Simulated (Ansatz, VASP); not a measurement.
# One calculation of KBr, two programs

```
CELL_PARAMETERS angstrom
0.00000 3.47364 3.68830
3.47364 0.00000 3.68830
3.47364 3.47364 0.00000
ATOMIC_POSITIONS crystal
K 0.00000 0.00000 0.00000
Br 0.25000 0.25000 0.25000
```

Change from the starting cell: biaxial_xy strain -5.8%.

Alike in both runs: task single point; functional r2SCAN; k mesh 6 × 6 × 6; no spin polarisation.

```csv
,VASP,Ansatz
version,VASP 6.6.1,Ansatz 0.2.0
potentials or method,"VASP PAW PBE potentials, release 64 (K_sv, Br)","plane waves, PAW"
plane-wave cutoff (eV),520,500
occupations,"gaussian, width 0.01 eV",fixed
valence electrons in the cell,16,16
```

|  | VASP | Ansatz | Ansatz less VASP |
| --- | --- | --- | --- |
| gap on the k mesh at the Fermi level (eV) | 4.98 | 4.98 | -0.001 |
| pressure (GPa) | 1.6 | 1.6 | -0.02 |
| largest component of the traceless stress (GPa) | 0.09 | 0.09 | -0.002 |

Caveats: the PAW data sets were made with another functional, which shifts forces and pressure a little (VASP). A k mesh can miss the band edges.
